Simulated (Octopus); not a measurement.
# KCl (Sylvite) under changes of volume

One of the cells (31.151 Å³/atom); the others are scaled copies at fixed shape and fractional positions:

```xyz
2
Lattice="0.0000 3.1465 3.1465 3.1465 0.0000 3.1465 3.1465 3.1465 0.0000" Properties=species:S:1:pos:R:3 pbc="T T T"
K     0.0000    0.0000    0.0000
Cl    3.1465    3.1465    3.1465
```

```yaml
Program: Octopus 16.4
Functional: PBE
Potentials_or_basis: pseudodojo_pbe (PseudoDojo 0.5, PBE)
Grid_spacing: 0.139 Å
k_mesh: 7 × 7 × 7
Occupations: fermi-dirac, width 0.05 eV
Spin: no spin polarisation
```

```csv
volume (Å³/atom),energy over the lowest point (meV/atom),gap on the mesh (eV)
29.282,?,?
29.905,10.91,5.33
30.528,5.75,5.26
31.151,2.15,5.19
31.774,0.16,5.12
32.397,0.00,5.06
33.020,0.11,4.99
```

Question: What does the run at 29.282 Å³/atom give?

Answer: Energy over the lowest point 18.57 meV/atom; gap on the mesh 5.41 eV.

Worked out: A Birch-Murnaghan fit of order 3 (a polynomial in V^(-2/3)) to the other rows has its minimum at 32.42 Å³/atom with B0 = V·E''(V) = 13.2 GPa (rough, since the energies scatter). It gives 18.64 meV/atom at 29.282 Å³/atom, against the run's 18.57. A straight line through the other rows of the gap, of slope -3.42 eV per unit of ln V (its deformation potential), extrapolates to 5.40 eV, against the run's 5.41.

Energies are extrapolated to zero smearing.

Caveats: an odd mesh through Γ misses points on the zone boundary, where band edges often lie (some runs).
